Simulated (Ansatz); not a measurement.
# NiSb (Breithauptite) (P6_3/mmc) in Ansatz: settings compared, part 2 of 2

Ansatz 0.2.0. The steps go on from the part before.

## Step 5: Relaxation of cell and atoms, r2SCAN+D4, collinear spin, ferromagnetic start

Input file input.yaml:

```yaml
crystal:
  lattice:
    - [3.928, 0.0, 0.0]
    - [-1.964, 3.4017477861, 0.0]
    - [0.0, 0.0, 5.12]
  atoms:
    - { symbol: Sb, position: [0.6666666667, 0.3333333333, 0.75] }
    - { symbol: Sb, position: [0.3333333333, 0.6666666667, 0.25] }
    - { symbol: Ni, position: [0.0, 0.0, 0.5], spin: 1.0 }
    - { symbol: Ni, position: [0.0, 0.0, 0.0], spin: 1.0 }
hamiltonian:
  xc: r2scan
  pseudopotentials: { kind: paw }
  dispersion: d4
magnetization:
  spin_polarized: true
kpoints:
  mp_grid: { grid: [8, 8, 5] }
scf:
  occupations: { method: fermi_dirac, width: 0.05 }
output:
  forces: true
  stress: true
  eigenvalues: true
relax:
  f_tol: 0.01
  max_steps: 40
  cell: { stress_tol: 0.05 }
```

Run with:

```console
ansatz run input.yaml --threads 2 --pin off --max-ram 5632MiB --backend cpu --events-out ev --progress --plain --runs-dir out
```

Run time: 45 s. Hardware: 2 threads of Intel Xeon Platinum 8488C (Sapphire Rapids), shared host; peak memory 0.72 GiB.

It converged, with:

```
Free energy                            : -24690.6013 eV
Relaxed volume                         : 16.94 Å³/atom
Relaxed cell                           : a = 3.916 Å, b = 3.916 Å, c = 5.101 Å, α = 90.00°, β = 90.00°, γ = 120.00°
Space group after relaxing (to 0.05 Å) : P6_3/mmc (No. 194)
Energy gained by relaxing              : 0.6 meV/atom
Ionic steps                            : 4
Pressure after relaxing                : 0.0 GPa
Band gap on the k mesh                 : none (metal or under the smearing width)
Net moment                             : 0.00 μB per cell
Absolute moment                        : 0.00 μB per cell
```

The path:
```csv
step,energy change (eV),largest force (eV/Å),volume (Å³)
1,0.0000,0.0000,68.41
2,-0.0028,0.0000,67.61
3,-0.0029,0.0000,67.75
4,-0.0026,0.0000,67.75
```

Final structure:
```xyz
4
Lattice="3.9161 0.0000 0.0000 -1.9581 3.3915 0.0000 0.0000 0.0000 5.1012" Properties=species:S:1:pos:R:3 pbc="T T T"
Sb    1.9581    1.1305    3.8259
Sb    0.0000    2.2610    1.2753
Ni    0.0000    0.0000    2.5506
Ni    0.0000    0.0000    0.0000
```

Levels at points of the mesh, in eV from the Fermi level:
Spin up:
```tsv
k point	band 30	band 31	band 32	band 33	band 34	band 35	band 36	band 37
(0.00, 0.00, 0.00)	-1.40	-0.05	0.58	0.58	2.63	2.63	3.60	4.38
(0.00, -0.50, 0.00)	-1.94	-1.68	-1.48	-1.40	-0.21	1.22	3.74	4.25
```
Spin down:
```tsv
k point	band 31	band 32	band 33	band 34	band 35	band 36
(0.00, 0.00, 0.00)	-0.05	0.58	0.58	2.63	2.63	3.60
(0.00, -0.50, 0.00)	-1.68	-1.48	-1.40	-0.21	1.22	3.74
```

Caveat: the magnetic or orbital state may not be the lowest; the plane-wave basis is chosen anew once the cell has moved, so the energies of steps on either side of that aren't comparable; pairwise dispersion overbinds metals, which lowers pressure and volume; the PAW data sets come from PBE, with cores solved anew for the run's functional, which leaves a small shift of forces and pressure; the starting moments weren't kept. Spin-orbit coupling is left out, which matters for the levels of Sb.

## Step 6: Relaxation of cell and atoms, r2SCAN+rVV10, collinear spin, ferromagnetic start

input.yaml: that of step 5 with these lines changed.

```diff
@@ -13,3 +13,3 @@
   pseudopotentials: { kind: paw }
-  dispersion: d4
+  dispersion: rvv10
 magnetization:
```

Potentials or basis: Ansatz PAW.

Run with:

```console
ansatz run input.yaml --threads 2 --pin off --max-ram 5632MiB --backend cpu --events-out ev --progress --plain --runs-dir out
```

It took 63 s on 2 threads of Intel Xeon Platinum 8488C (Sapphire Rapids), shared host; peak memory 0.85 GiB.

The run converged. Its results:

* Free energy: -24684.0865 eV
* Relaxed volume: 16.92 Å³/atom
* Relaxed cell: a = 3.917 Å, b = 3.917 Å, c = 5.093 Å, α = 90.00°, β = 90.00°, γ = 120.00°
* Space group after relaxing (to 0.05 Å): P6_3/mmc (No. 194)
* Energy gained by relaxing: 0.8 meV/atom
* Ionic steps: 4
* Pressure after relaxing: 0.0 GPa
* Band gap on the k mesh: none (metal or under the smearing width)
* Net moment: 0.00 μB per cell
* Absolute moment: 0.00 μB per cell

Step by step:
| step | energy change (eV) | largest force (eV/Å) | volume (Å³) |
| --- | --- | --- | --- |
| 1 | 0.0000 | 0.0000 | 68.41 |
| 2 | -0.0035 | 0.0000 | 67.52 |
| 3 | -0.0036 | 0.0000 | 67.68 |
| 4 | -0.0033 | 0.0000 | 67.68 |

Final structure:
```
Sb Ni
1.0
     3.91719    0.00000    0.00000
    -1.95859    3.39238    0.00000
     0.00000    0.00000    5.09332
Sb Ni
2 2
Direct
  0.66667 0.33333 0.75000
  0.33333 0.66667 0.25000
  0.00000 0.00000 0.50000
  0.00000 0.00000 0.00000
```

Levels at points of the mesh, in eV from the Fermi level:
Spin up:
| k point | band 29 | band 30 | band 31 | band 32 | band 33 | band 34 | band 35 | band 36 | band 37 | band 38 |
| --- | --- | --- | --- | --- | --- | --- | --- | --- | --- | --- |
| (0.00, 0.00, 0.00) | -1.40 | -1.40 | -0.03 | 0.57 | 0.57 | 2.62 | 2.62 | 3.56 | 4.39 | 5.86 |
| (0.00, -0.50, 0.00) | -2.25 | -1.94 | -1.68 | -1.48 | -1.39 | -0.20 | 1.23 | 3.71 | 4.26 | 5.65 |
Spin down:
| k point | band 30 | band 31 | band 32 | band 33 | band 34 | band 35 | band 36 | band 37 |
| --- | --- | --- | --- | --- | --- | --- | --- | --- |
| (0.00, 0.00, 0.00) | -1.40 | -0.03 | 0.57 | 0.57 | 2.62 | 2.62 | 3.56 | 4.39 |
| (0.00, -0.50, 0.00) | -1.94 | -1.68 | -1.48 | -1.39 | -0.20 | 1.23 | 3.71 | 4.26 |

Caveat: the magnetic or orbital state may not be the lowest; the plane-wave basis is chosen anew once the cell has moved, so the energies of steps on either side of that aren't comparable; pairwise dispersion overbinds metals, which lowers pressure and volume; the PAW data sets come from PBE, with cores solved anew for the run's functional, which leaves a small shift of forces and pressure; the starting moments weren't kept. Spin-orbit coupling is left out, which matters for the levels of Sb.

## Step 7: Summary

```csv
level,gap on the mesh (eV),pressure (GPa),moment (μB),relaxed volume (Å³/atom)
r2SCAN,none,0.0,0.00,17.12
r2SCAN+D3(BJ),none,0.0,0.00,16.83
r2SCAN+D3(BJ)-ATM,none,0.0,0.00,16.93
r2SCAN+D4,none,0.0,0.00,16.94
r2SCAN+rVV10,none,0.0,0.00,16.92
```

Alike in all rows: task relaxation of cell and atoms; potentials or basis Ansatz PAW; spin collinear, ferromagnetic start; cell relaxed; k mesh 8 × 8 × 5; cutoff (eV) 500; smearing fermi-dirac 0.05 eV.

Caveats: the magnetic or orbital state may not be the lowest; the plane-wave basis is chosen anew once the cell has moved, so the energies of steps on either side of that aren't comparable; the PAW data sets come from PBE, with cores solved anew for the run's functional, which leaves a small shift of forces and pressure; the starting moments weren't kept; pairwise dispersion overbinds metals, which lowers pressure and volume (some runs); the dispersion damping was fitted for another functional or another form of the correction (some runs).

Absolute energies hang on the potentials; compare differences alone.
